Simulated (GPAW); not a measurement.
Nb: relaxation of cell and atoms with BLYP+D4

Crystal: Nb.

```xyz
1
Lattice="-1.6640 1.6640 1.6640 1.6640 -1.6640 1.6640 1.6640 1.6640 -1.6640" Properties=species:S:1:pos:R:3 pbc="T T T"
Nb    0.0000    0.0000    0.0000
```

```json
{"Program": "GPAW 26.7.0", "Task": "relaxation of cell and atoms", "Functional": "BLYP", "Dispersion": "D4", "Potentials or basis": "PAW data sets generated in the run's folder for this functional", "Cutoff": "600 eV", "Basis": "pw", "k mesh": "11 × 11 × 11", "Occupations": "fermi-dirac, width 0.05 eV", "Spin": "no spin polarisation", "Eigensolver": "davidson", "Maxiter": "150", "Optimizer": "FIRE", "Fmax": "0.02 eV/Å", "Max steps": "60", "Convergence": "density=1e-05 forces=0.0001"}
```

| Item | Value |
| --- | --- |
| Relaxed volume | 18.18 Å³/atom |
| Relaxed cell | a = 2.869 Å, b = 2.869 Å, c = 2.869 Å, α = 109.47°, β = 109.47°, γ = 109.47° |
| Space group after relaxing (to 0.05 Å) | Im-3m (No. 229) |
| Energy gained by relaxing | 1.7 meV/atom |
| Ionic steps | 7 |
| Pressure after relaxing | -0.1 GPa |
| Band gap on the k mesh | none (metal or under the smearing width) |
| Dispersion energy per atom | -0.617 eV |

Step by step:
```tsv
step	energy change (eV)	largest force (eV/Å)	pressure (GPa)	volume (Å³)
1	0.0000	0.0000	-2.25	18.43
2	-0.0014	0.0000	-1.02	18.29
3	-0.0014	0.0000	0.82	18.08
4	-0.0015	0.0000	0.71	18.09
5	-0.0016	0.0000	0.49	18.12
6	-0.0017	0.0000	0.21	18.15
7	-0.0017	0.0000	-0.10	18.18
```

Final structure:
```
Nb
1.0
    -1.65652    1.65652    1.65652
     1.65652   -1.65652    1.65652
     1.65652    1.65652   -1.65652
Nb
1
Direct
  0.00000 0.00000 0.00000
```

Levels at points of the mesh, in eV from the Fermi level:
```
           k point  band 3  band 4  band 5  band 6  band 7  band 8  band 9  band 10
(0.00, 0.00, 0.00)  -29.78  -29.78   -5.71    0.32    0.32    0.32    3.21     3.21
```

It took 68 s on 1 thread of Intel(R) Xeon(R) Platinum 8488C (Sapphire Rapids), with other jobs on the host, peak memory 0.2 GiB.

Caveat: later steps reuse the first step's grids; pairwise dispersion overbinds metals, which lowers pressure and volume.
